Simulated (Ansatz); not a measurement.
PbO: the gap from level to level

A database entry relaxed whole under r2SCAN at zero pressure (Pbcm, No. 57):

```
CELL_PARAMETERS angstrom
6.15492 0.00000 0.00000
0.00000 5.64315 0.00000
0.00000 0.00000 4.71949
ATOMIC_POSITIONS crystal
Pb 0.22033 0.98364 0.25000
Pb 0.77967 0.01636 0.75000
Pb 0.22033 0.51636 0.75000
Pb 0.77967 0.48364 0.25000
O 0.87380 0.09677 0.25000
O 0.12620 0.90323 0.75000
O 0.87380 0.40323 0.75000
O 0.12620 0.59677 0.25000
```

Its volume is 20.49 Å³ an atom, +7.4 % against the entry's 19.08, which is old or was flagged in a check.

Single points on this cell with plane-wave PAW DFT (Ansatz 0.2.0; r2SCAN 500 eV, hybrids 420 eV; fermi-dirac occupations of width 0.020 eV; no moments): r2SCAN on a 6×6×6 Γ-centred mesh; r2SCAN with spin-orbit coupling on a 4×4×6 Γ-centred mesh; HSE06 on a 4×4×4 Γ-centred mesh; PBE0 on a 4×4×4 Γ-centred mesh.

Problem. How do gap, pressure and charges move from level to level?

Solution. The runs give:

| level | gap (eV), or kind | pressure (GPa) | Bader charge of Pb (e) | Bader charge of O (e) |
| --- | --- | --- | --- | --- |
| r2SCAN | 2.60 | 0.0 | +1.24 | -1.24 |
| r2SCAN with spin-orbit coupling | 2.46 | -0.2 | +1.21 | -1.21 |
| HSE06 | its mesh misses the band edges | -0.4 | +1.26 | -1.26 |
| PBE0 | its mesh misses the band edges | -0.5 | +1.27 | -1.27 |

Under r2SCAN the gap is 2.60 eV, over mesh and band path. Spin-orbit coupling moves the r2SCAN gap by -0.14 eV.

Caveats: the relaxation kept the start's symmetry; hybrid pressures are good to a few tenths of a GPa; no dispersion correction, so weakly bound layers or chains stand too far apart and gaps read wide; pressure is positive in compression.
